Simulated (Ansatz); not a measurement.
Relax this structure to zero stress and force, keeping its symmetry:

```yaml
crystal:
  lattice:
    - [3.59610, 0.00000, 0.00000]
    - [0.00000, 3.59610, 0.00000]
    - [0.00000, 0.00000, 5.17700]
  atoms:
    - { symbol: Zr, position: [0.00000, 0.00000, 0.00000] }
    - { symbol: Zr, position: [0.50000, 0.50000, 0.50000] }
    - { symbol: O, position: [0.00000, 0.50000, 0.20300] }
    - { symbol: O, position: [0.00000, 0.50000, 0.70300] }
    - { symbol: O, position: [0.50000, 0.00000, 0.29700] }
    - { symbol: O, position: [0.50000, 0.00000, 0.79700] }
```

These are results of DFT r2SCAN, scalar-relativistic, plane waves, PAW in Ansatz 0.2.0, not measurements.

Cutoff 500 eV; k points 6×6×6 on the computed 6-atom cell (Γ-centred); Gaussian smearing, width 0.02 eV; no spin polarisation.

Q: What does it relax to?

A: The volume goes up by 0.14 Å³/atom to 11.30 Å³/atom, and the energy falls by 1.6 meV/atom. Final structure:
```
CELL_PARAMETERS angstrom
3.60145 0.00000 0.00000
0.00000 3.60145 0.00000
0.00000 0.00000 5.22811
ATOMIC_POSITIONS crystal
Zr 0.00000 0.00000 0.00000
Zr 0.50000 0.50000 0.50000
O 0.00000 0.50000 0.19678
O 0.00000 0.50000 0.69678
O 0.50000 0.00000 0.30322
O 0.50000 0.00000 0.80322
```

Course of the relaxation (steps run on the plane waves of an earlier cell, and the basis is chosen afresh near the end, so energy and pressure can step there; trial steps that raised the energy were taken back; energies are free energies):

```json
{"step": "1", "E − E_final (meV/atom)": "1.6", "largest force component (eV/Å)": "0.064", "P (GPa)": "1.47", "V (Å³/atom)": "11.16"}
{"step": "2", "E − E_final (meV/atom)": "0.9", "largest force component (eV/Å)": "0.106", "P (GPa)": "-0.47", "V (Å³/atom)": "11.27"}
{"step": "3", "E − E_final (meV/atom)": "0.6", "largest force component (eV/Å)": "0.077", "P (GPa)": "-0.53", "V (Å³/atom)": "11.28"}
{"step": "4", "E − E_final (meV/atom)": "0.2", "largest force component (eV/Å)": "0.001", "P (GPa)": "0.61", "V (Å³/atom)": "11.27"}
{"step": "5", "E − E_final (meV/atom)": "0.1", "largest force component (eV/Å)": "0.000", "P (GPa)": "-0.01", "V (Å³/atom)": "11.30"}
{"step": "6", "E − E_final (meV/atom)": "0.0", "largest force component (eV/Å)": "0.000", "P (GPa)": "-0.02", "V (Å³/atom)": "11.30"}
```